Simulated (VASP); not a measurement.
Set up this calculation in VASP 6.6.1, as the native input.

| Item | Value |
| --- | --- |
| Task | single point |
| Functional | HSE06 |
| Potentials or basis | VASP PAW PBE potentials, release 64 (Cs_sv, H) |
| Cutoff | 520 eV |
| k mesh | 4 × 4 × 4 |
| Occupations | gaussian, width 0.01 eV |
| Spin | no spin polarisation |
| Dipole correction | no |
| Exchange at q = 0 | truncated |
| Grid for exact exchange (PRECFOCK) | Normal |
| Screening parameter | 0.2079 1/A |
| Further INCAR settings | ALGO = Normal; EDIFF = 1e-06; NBANDS = 12 |

The system is CsH.

```xyz
2
Lattice="3.7788 0.0881 0.0881 0.0881 3.7788 0.0881 0.0881 0.0881 3.7788" Properties=species:S:1:pos:R:3 pbc="T T T"
Cs    0.0000    0.0000    0.0000
H     1.9775    1.9775    1.9775
```

The cell was built by a generator and needn't be a form met in nature.

The cell isn't the ideal one: epitaxial_111 strain -3.2%.

These files were run (other wordings do the same):

POSCAR

```
CsH
1.0
    3.7787657201      0.0880760037      0.0880760037
    0.0880760037      3.7787657201      0.0880760037
    0.0880760037      0.0880760037      3.7787657201
Cs H
1 1
Direct
    0.0000000000      0.0000000000      0.0000000000
    0.5000000000      0.5000000000      0.5000000000
```

INCAR.step1

```
PREC     = Accurate       # precision mode
ENCUT    = 520            # plane-wave cutoff, eV
EDIFF    = 1E-5           # SCF threshold, eV
ISMEAR   = 0              # smearing method
SIGMA    = 0.01           # smearing width, eV
LREAL    = F              # projectors in reciprocal space
LASPH    = T              # aspherical terms in the spheres
NELM     = 100            # most SCF steps
ALGO     = Normal         # electronic algorithm
ISIF     = 2              # what is computed and relaxed
LWAVE    = T              # write WAVECAR
NBANDS   = 12             # bands
GGA      = PE             # functional
```

INCAR.step2

```
PREC     = Accurate       # precision mode
ENCUT    = 520            # plane-wave cutoff, eV
EDIFF    = 1E-6           # SCF threshold, eV
ISMEAR   = 0              # smearing method
SIGMA    = 0.01           # smearing width, eV
LREAL    = F              # projectors in reciprocal space
LASPH    = T              # aspherical terms in the spheres
NELM     = 100            # most SCF steps
ALGO     = Normal         # electronic algorithm
ISIF     = 2              # what is computed and relaxed
LWAVE    = F              # write WAVECAR
LCHARG   = T              # write CHGCAR
GGA      = PE             # functional
LHFCALC  = T              # exact exchange
HFSCREEN = 0.2079         # screening, 1/A
PRECFOCK = Normal       
LELF     = T              # ELF
LVHAR    = T            
NBANDS   = 12             # bands
ISTART   = 1
```

KPOINTS

```
Automatic mesh
0
Gamma
  4 4 4
```

Potentials or basis: VASP PAW PBE potentials, release 64 (Cs_sv, H).

Launch:

```bash
$ cat potpaw_PBE.64/Cs_sv/POTCAR potpaw_PBE.64/H/POTCAR > POTCAR
$ cp INCAR.step1 INCAR
$ mpirun -np 1 vasp_std > vasp.out
$ cp INCAR.step2 INCAR
$ mpirun -np 1 vasp_std > vasp.out
```

Results of the run:

| Quantity | Value |
| --- | --- |
| Pressure | 0.7 GPa |
| Band gap on the k mesh | 3.35 eV, direct |

Caveat: the PAW data sets were made with another functional, which shifts forces and pressure a little; spin-orbit coupling is left out, which moves the levels of the heavy elements.

It took 91 s on 1 thread of Intel(R) Xeon(R) Platinum 8488C (Sapphire Rapids) (shared host), peak memory 0.26 GiB.
